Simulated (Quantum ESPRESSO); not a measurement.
# In (P6_3/mmc) in Quantum ESPRESSO: a series of runs, part 3 of 3

Quantum ESPRESSO 7.5. Earlier steps stand in the parts before.

## Step 4: Phonons, LDA

The input, pw.in:

```
&CONTROL
  calculation = 'scf'
  prefix = 'pwscf'
  outdir = './tmp'
  pseudo_dir = './pseudo'
  tprnfor = .true.
  tstress = .true.
  disk_io = 'low'
/
&SYSTEM
  ibrav = 0
  celldm(1) = 8
  nat = 2
  ntyp = 1
  ecutwfc = 52
  ecutrho = 312
  nbnd = 20
  occupations = 'smearing'
  smearing = 'mv'
  degauss = 0.01469973
/
&ELECTRONS
  conv_thr = 4d-10
  electron_maxstep = 120
  mixing_beta = 0.5
/
ATOMIC_SPECIES
In   114.8180 In.LDA_PW-JTH.UPF
CELL_PARAMETERS alat
  0.7878940913546   0.0000000000000   0.0000000000000
 -0.3939470456773   0.6823362986170   0.0000000000000
  0.0000000000000   0.0000000000000   1.3013464125276
ATOMIC_POSITIONS crystal
In     0.6666666667    0.3333333333    0.7500000000
In     0.3333333333    0.6666666667    0.2500000000
K_POINTS automatic
9 9 5 0 0 0
```

The input, relax.in:

```
&CONTROL
  calculation = 'vc-relax'
  prefix = 'pwscf'
  outdir = './tmp'
  pseudo_dir = './pseudo'
  tprnfor = .true.
  tstress = .true.
  disk_io = 'low'
  nstep = 40
  forc_conv_thr = 0.0001
  etot_conv_thr = 1d-06
/
&SYSTEM
  ibrav = 0
  celldm(1) = 8
  nat = 2
  ntyp = 1
  ecutwfc = 52
  ecutrho = 312
  nbnd = 20
  occupations = 'smearing'
  smearing = 'mv'
  degauss = 0.01469973
/
&ELECTRONS
  conv_thr = 4d-10
  electron_maxstep = 120
  mixing_beta = 0.5
/
&IONS
  ion_dynamics = 'bfgs'
/
&CELL
  cell_dynamics = 'bfgs'
  press = 0
  press_conv_thr = 0.2
/
ATOMIC_SPECIES
In   114.8180 In.LDA_PW-JTH.UPF
CELL_PARAMETERS alat
  0.7878940913617  -0.0000000000000   0.0000000000000
 -0.3939470456808   0.6823362986109   0.0000000000000
  0.0000000000000   0.0000000000000   1.3013464125276
ATOMIC_POSITIONS crystal
In     0.6666666666    0.3333333332    0.7500000000
In     0.3333333332    0.6666666666    0.2500000000
K_POINTS automatic
9 9 5 0 0 0
```

The input, scf2.in:

```
&CONTROL
  calculation = 'scf'
  prefix = 'pwscf'
  outdir = './tmp'
  pseudo_dir = './pseudo'
  tprnfor = .true.
  tstress = .true.
  disk_io = 'low'
/
&SYSTEM
  ibrav = 0
  celldm(1) = 8
  nat = 2
  ntyp = 1
  ecutwfc = 52
  ecutrho = 312
  nbnd = 20
  occupations = 'smearing'
  smearing = 'mv'
  degauss = 0.01469973
/
&ELECTRONS
  conv_thr = 1d-13
  electron_maxstep = 120
  mixing_beta = 0.5
  startingpot = 'file'
  startingwfc = 'file'
/
ATOMIC_SPECIES
In   114.8180 In.LDA_PW-JTH.UPF
CELL_PARAMETERS alat
  0.7670468809217  -0.0000000000000   0.0000000000000
 -0.3835234404609   0.6642820847718   0.0000000000000
  0.0000000000000   0.0000000000000   1.2537633716650
ATOMIC_POSITIONS crystal
In     0.6666666665    0.3333333331    0.7500000000
In     0.3333333331    0.6666666665    0.2500000000
K_POINTS automatic
9 9 5 0 0 0
```

The input, ph.in:

```
phonons of In
&INPUTPH
  prefix = 'pwscf'
  outdir = './tmp'
  tr2_ph = 1d-18
  fildyn = 'dyn'
  niter_ph = 90
  alpha_mix(1) = 0.4
/
0.0000000000 0.0000000000 0.0000000000
```

The input, dynmat.in:

```
&INPUT
  fildyn = 'dyn'
  asr = 'crystal'
  filout = 'dynmat.disp'
  fileig = 'dynmat.eig'
/
```

Potentials or basis: JTH 2.0 LDA.

Command:

```console
$ OMP_NUM_THREADS=1 pw.x -in pw.in > pw.out
$ OMP_NUM_THREADS=1 pw.x -in relax.in > relax.out
$ OMP_NUM_THREADS=1 pw.x -in scf2.in > scf2.out
$ OMP_NUM_THREADS=1 ph.x -in ph.in > ph.out
$ OMP_NUM_THREADS=1 dynmat.x -in dynmat.in > dynmat.out
```

pw.out:

```text
This program is part of the open-source Quantum ESPRESSO suite
     for quantum simulation of materials; please cite
         "P. Giannozzi et al., J. Phys.:Condens. Matter 21 395502 (2009);
         "P. Giannozzi et al., J. Phys.:Condens. Matter 29 465901 (2017);
         "P. Giannozzi et al., J. Chem. Phys. 152 154105 (2020);
     in publications or presentations arising from this work. More details at

     file In.LDA_PW-JTH.UPF: wavefunction(s)  0S 5P 0P 4D 0D renormalized
     Message from routine setup:
     using ibrav=0 with symmetry is DISCOURAGED, use correct ibrav instead

     G-vector sticks info
     --------------------
     sticks:   dense  smooth     PW     G-vecs:    dense   smooth      PW
     Sum         847     571    163                33329    18149    2985

     Using Slab Decomposition

     bravais-lattice index     =            0
     lattice parameter (alat)  =       8.0000  a.u.
     unit-cell volume          =     358.2030 (a.u.)^3
     number of atoms/cell      =            2
     number of atomic types    =            1
     number of electrons       =        26.00
     number of Kohn-Sham states=           20
     kinetic-energy cutoff     =      52.0000  Ry
     charge density cutoff     =     312.0000  Ry
     scf convergence threshold =      4.0E-10
     mixing beta               =       0.5000
     number of iterations used =            8  plain     mixing
     Exchange-correlation= SLA PW NOGX NOGC
                           (   1   4   0   0   0   0   0)

     celldm(1)=   8.000000  celldm(2)=   0.000000  celldm(3)=   0.000000
     celldm(4)=   0.000000  celldm(5)=   0.000000  celldm(6)=   0.000000

     crystal axes: (cart. coord. in units of alat)
               a(1) = (   0.787894   0.000000   0.000000 )
               a(2) = (  -0.393947   0.682336   0.000000 )
               a(3) = (   0.000000   0.000000   1.301346 )

     reciprocal axes: (cart. coord. in units 2 pi/alat)
               b(1) = (  1.269206  0.732776 -0.000000 )
               b(2) = (  0.000000  1.465553  0.000000 )
               b(3) = (  0.000000 -0.000000  0.768435 )

     PseudoPot. # 1 for In read from file:
     In.LDA_PW-JTH.UPF
     Pseudo is Projector augmented-wave + core cor, Zval = 13.0
     Generated using ATOMPAW code
     Shape of augmentation charge: BESSEL
     Using radial grid of 1088 points,  6 beta functions with:
                l(1) =   0
                l(2) =   0
                l(3) =   1
                l(4) =   1
                l(5) =   2
                l(6) =   2
     Q(r) pseudized with 0 coefficients

     atomic species   valence    mass     pseudopotential
     In               13.00   114.81800     In( 1.00)

     24 Sym. Ops., with inversion, found (12 have fractional translation)

   Cartesian axes

     site n.     atom                  positions (alat units)
         1        In     tau(   1) = (   0.3939470   0.2274454   0.9760098  )
         2        In     tau(   2) = (  -0.0000000   0.4548909   0.3253366  )

     number of k points=    36  Marzari-Vanderbilt smearing, width (Ry)=  0.0147
                       cart. coord. in units 2pi/alat
        k(    1) = (   0.0000000   0.0000000   0.0000000), wk =   0.0049383
        k(    2) = (   0.0000000   0.0000000   0.1536870), wk =   0.0098765
        k(    3) = (   0.0000000   0.0000000   0.3073740), wk =   0.0098765
        k(    4) = (   0.0000000   0.1628392   0.0000000), wk =   0.0296296
        k(    5) = (   0.0000000   0.1628392   0.1536870), wk =   0.0592593
        k(    6) = (   0.0000000   0.1628392   0.3073740), wk =   0.0592593
[... 28 lines left out ...]
        k(   35) = (   0.4230687   0.7327765   0.1536870), wk =   0.0197531
        k(   36) = (   0.4230687   0.7327765   0.3073740), wk =   0.0197531

     Dense  grid:    33329 G-vectors     FFT dimensions: (  36,  36,  60)

     Smooth grid:    18149 G-vectors     FFT dimensions: (  30,  30,  48)

     Initial potential from superposition of free atoms

     starting charge      25.9945, renormalised to      26.0000
     Starting wfcs are   36 randomized atomic wfcs

     Self-consistent Calculation

     iteration #  1     ecut=    52.00 Ry     beta= 0.50
     Davidson diagonalization with overlap
     ethr =  1.00E-02,  avg # of iterations =  6.6

     Threshold (ethr) on eigenvalues was too large:
     Diagonalizing with lowered threshold

     Davidson diagonalization with overlap
     ethr =  6.04E-05,  avg # of iterations =  4.7

     total energy              =    -800.66678317 Ry
     estimated scf accuracy    <       0.01575958 Ry

     iteration #  2     ecut=    52.00 Ry     beta= 0.50
     Davidson diagonalization with overlap
     ethr =  6.06E-05,  avg # of iterations =  2.4

     total energy              =    -800.67010772 Ry
     estimated scf accuracy    <       0.00106485 Ry

     iteration #  3     ecut=    52.00 Ry     beta= 0.50
     Davidson diagonalization with overlap
     ethr =  4.10E-06,  avg # of iterations =  3.1

     total energy              =    -800.67017638 Ry
     estimated scf accuracy    <       0.00024017 Ry

     iteration #  4     ecut=    52.00 Ry     beta= 0.50
     Davidson diagonalization with overlap
     ethr =  9.24E-07,  avg # of iterations =  1.5

     total energy              =    -800.67018333 Ry
     estimated scf accuracy    <       0.00000219 Ry

     iteration #  5     ecut=    52.00 Ry     beta= 0.50
     Davidson diagonalization with overlap
     ethr =  8.42E-09,  avg # of iterations =  3.8

     total energy              =    -800.67018490 Ry
     estimated scf accuracy    <       0.00000049 Ry

     iteration #  6     ecut=    52.00 Ry     beta= 0.50
     Davidson diagonalization with overlap
     ethr =  1.90E-09,  avg # of iterations =  2.0

     total energy              =    -800.67018498 Ry
     estimated scf accuracy    <          1.8E-09 Ry

     iteration #  7     ecut=    52.00 Ry     beta= 0.50
     Davidson diagonalization with overlap
     ethr =  6.90E-12,  avg # of iterations =  4.0

     End of self-consistent calculation

          k = 0.0000 0.0000 0.0000 (  2249 PWs)   bands (ev):

    -5.3087  -5.2524  -5.2250  -5.2250  -5.1982  -5.1982  -5.1245  -5.1245
    -4.9428  -4.9428  -0.2209   4.7434   5.9370  17.5329  17.5329  19.3612
    19.3612  19.4389  20.3172  20.7533

          k = 0.0000 0.0000 0.1537 (  2268 PWs)   bands (ev):

    -5.3007  -5.2547  -5.2361  -5.2361  -5.2080  -5.2080  -5.0935  -5.0935
    -4.9530  -4.9530  -0.0077   3.2554   7.8464  17.0919  17.7122  17.7122
    19.2464  19.2464  20.4071  20.7263

          k = 0.0000 0.0000 0.3074 (  2274 PWs)   bands (ev):

    -5.2818  -5.2636  -5.2415  -5.2415  -5.2284  -5.2284  -5.0361  -5.0361
    -4.9848  -4.9848   0.6400   1.7327  10.6229  13.7590  18.2029  18.2029
    18.8227  18.8227  20.5193  20.6431

          k = 0.0000 0.1628 0.0000 (  2261 PWs)   bands (ev):

    -5.3004  -5.2566  -5.2087  -5.1906  -5.1890  -5.1655  -5.1436  -5.1378
    -4.9699  -4.9386   0.0183   4.9444   6.2161  15.1697  16.4584  18.1794
    19.3227  19.8597  20.0031  21.6158

          k = 0.0000 0.1628 0.1537 (  2274 PWs)   bands (ev):

    -5.2953  -5.2517  -5.2315  -5.2063  -5.2040  -5.1754  -5.1030  -5.1008
    -4.9777  -4.9502   0.2327   3.4909   8.0855  15.3719  16.6710  17.1959
    17.8912  19.3005  19.3383  20.9172

          k = 0.0000 0.1628 0.3074 (  2279 PWs)   bands (ev):

    -5.2820  -5.2618  -5.2382  -5.2225  -5.2114  -5.1966  -5.0469  -5.0398
    -5.0032  -4.9854   0.8823   1.9750  10.8377  13.9386  15.9752  16.9068
    17.2884  18.2360  19.3832  20.0059

          k = 0.0000 0.3257 0.0000 (  2245 PWs)   bands (ev):

    -5.3426  -5.2347  -5.1984  -5.1949  -5.1687  -5.1112  -5.1022  -5.0804
    -5.0290  -4.9306   0.7452   5.5612   7.0255  11.8548  15.0293  15.9604
    17.5004  18.1210  19.1319  20.7112

          k = 0.0000 0.3257 0.1537 (  2261 PWs)   bands (ev):

    -5.3350  -5.2451  -5.2403  -5.1727  -5.1649  -5.0954  -5.0914  -5.0818
    -5.0187  -4.9450   0.9613   4.1967   8.7778  12.0836  14.9465  15.2654
    17.2591  18.2479  18.3289  20.2962
[... 139 lines left out ...]
          k = 0.2820 0.6514 0.1537 (  2271 PWs)   bands (ev):

    -5.3221  -5.2881  -5.2361  -5.1941  -5.1611  -5.0683  -5.0201  -4.9860
    -4.9801  -4.9141   4.5707   6.6484   7.9428   9.2872  10.2192  12.1015
    12.7557  14.6270  17.1844  22.1107

          k = 0.2820 0.6514 0.3074 (  2270 PWs)   bands (ev):

    -5.3070  -5.2930  -5.2203  -5.2043  -5.1679  -5.0749  -5.0363  -5.0173
    -4.9396  -4.9109   5.2009   6.1787   7.6608   8.6125  10.1037  11.0893
    14.8850  16.2936  19.0239  20.1117

          k = 0.4231 0.7328 0.0000 (  2277 PWs)   bands (ev):

    -5.3538  -5.1918  -5.1918  -5.1663  -5.1663  -5.1298  -5.0577  -4.9710
    -4.9710  -4.9550   5.8715   5.8715   7.5307  11.0744  11.0744  11.5041
    11.9334  11.9334  15.0040  25.4757

          k = 0.4231 0.7328 0.1537 (  2283 PWs)   bands (ev):

    -5.3188  -5.2435  -5.2435  -5.1257  -5.1257  -5.1244  -5.0638  -4.9941
    -4.9585  -4.9585   6.0668   6.0668   7.7632   9.5742   9.5742  10.7273
    13.7834  13.7834  16.1051  23.6657

          k = 0.4231 0.7328 0.3074 (  2274 PWs)   bands (ev):

    -5.2843  -5.2843  -5.2256  -5.1248  -5.1030  -5.1030  -5.0792  -5.0791
    -4.9376  -4.9376   6.5694   6.5694   8.2306   8.2306   8.4366   9.4795
    15.9980  15.9980  18.3360  20.8638

     the Fermi energy is     9.3081 ev

!    total energy              =    -800.67018499 Ry
     total all-electron energy =      -800.670185 Ry
     estimated scf accuracy    <          1.2E-10 Ry
     smearing contrib. (-TS)   =      -0.00091274 Ry
     internal energy E=F+TS    =    -800.66927224 Ry

     The total energy is F=E-TS. E is the sum of the following terms:
     one-electron contribution =     -69.15952420 Ry
     hartree contribution      =      76.14478891 Ry
     xc contribution           =     -54.22531852 Ry
     ewald contribution        =    -173.18102101 Ry
     one-center paw contrib.   =    -580.24819741 Ry

     convergence has been achieved in   7 iterations

     Forces acting on atoms (cartesian axes, Ry/au):

     atom    1 type  1   force =     0.00000000    0.00000000    0.00000000
     atom    2 type  1   force =     0.00000000   -0.00000000    0.00000000

     Total force =     0.000000     Total SCF correction =     0.000000

     Computing stress (Cartesian axis) and pressure

          total   stress  (Ry/bohr**3)                   (kbar)     P=      -33.84
  -0.00023662   0.00000000   0.00000000          -34.81        0.00        0.00
  -0.00000000  -0.00023662   0.00000000           -0.00      -34.81        0.00
   0.00000000   0.00000000  -0.00021693            0.00        0.00      -31.91

=------------------------------------------------------------------------------=
   JOB DONE.
=------------------------------------------------------------------------------=
```

Wall time 10 min (1 thread of Arm Neoverse V1, shared host); peak memory 0.17 GiB.

What came out:

```yaml
Free_energy: -10893.7045 eV
Relaxed_volume: 24.23 Å³/atom
Relaxed_cell: a = 3.247 Å, b = 3.247 Å, c = 5.308 Å, α = 90.00°, β = 90.00°, γ = 120.00°
Space_group_after_relaxing_to_0.05_Å: P6_3/mmc (No. 194)
Pressure_after_relaxing: 0.3 GPa
Band_gap_on_the_k_mesh: none (metal or under the smearing width)
Highest_phonon_frequency_at_Γ: 127 cm⁻¹
```

The path:
| step | energy change (eV) | largest force (eV/Å) | pressure (GPa) | volume (Å³) |
| --- | --- | --- | --- | --- |
| 1 | 0.0000 | 0.0000 | -3.38 | 53.08 |
| 2 | -0.0179 | 0.0000 | -2.90 | 52.17 |
| 3 | -0.0389 | 0.0000 | -2.01 | 50.80 |
| 4 | -0.0539 | 0.0000 | -0.29 | 48.80 |
| 5 | -0.0543 | 0.0000 | 0.05 | 48.47 |
| 6 | -0.0544 | 0.0000 | 0.05 | 48.46 |
| 7 | -0.0545 | 0.0000 | 0.05 | 48.45 |
| 8 | -0.0547 | 0.0000 | 0.05 | 48.45 |
| 9 | -0.0549 | 0.0000 | 0.04 | 48.45 |
| 10 | -0.0549 | 0.0000 | 0.00 | 48.46 |
| 11 | -0.0550 | 0.0000 | 0.00 | 48.47 |

Final structure:
```cif
data_structure
_symmetry_space_group_name_H-M 'P 1'
_symmetry_Int_Tables_number 1
_cell_length_a 3.2472
_cell_length_b 3.2472
_cell_length_c 5.3077
_cell_angle_alpha 90.000
_cell_angle_beta 90.000
_cell_angle_gamma 120.000
_cell_volume 48.47
loop_
_atom_site_label
_atom_site_type_symbol
_atom_site_fract_x
_atom_site_fract_y
_atom_site_fract_z
_atom_site_occupancy
In1 In 0.66667 0.33333 0.75000 1
In2 In 0.33333 0.66667 0.25000 1
```

Phonon frequencies in cm⁻¹ (negative: imaginary):
```csv
q point,frequencies
"(0.000, 0.000, 0.000)",-1 0 0 34 34 127
```

Optical modes at Γ, degenerate ones joined:
```csv
cm⁻¹,components,symmetry,active in
34,2,E2g,Raman
127,1,B1g,silent
```

Caveat: the mesh is thin for the phonons of a metal.

## Step 5: The runs side by side

| level | potentials or basis | cutoff (eV) | smearing | form of the LDA correlation | gap on the mesh (eV) | pressure (GPa) |
| --- | --- | --- | --- | --- | --- | --- |
| PBEsol | PseudoDojo 0.4.1 SR PBEsol standard | 952 | cold 0.2 eV | - | none | 0.0 |
| PBE | JTH 2.0 PBE | 707 | methfessel-paxton 0.136 eV | - | none | -0.1 |
| LDA | JTH 2.0 LDA | 707 | cold 0.2 eV | PW92 | none | 0.3 |

Alike in all rows: task phonons; no spin polarisation; cell relaxed; k mesh 9 × 9 × 5.

Caveats: the mesh is thin for the phonons of a metal.

Total energies depend on the potentials used, so only differences within one code and one set of settings carry meaning.
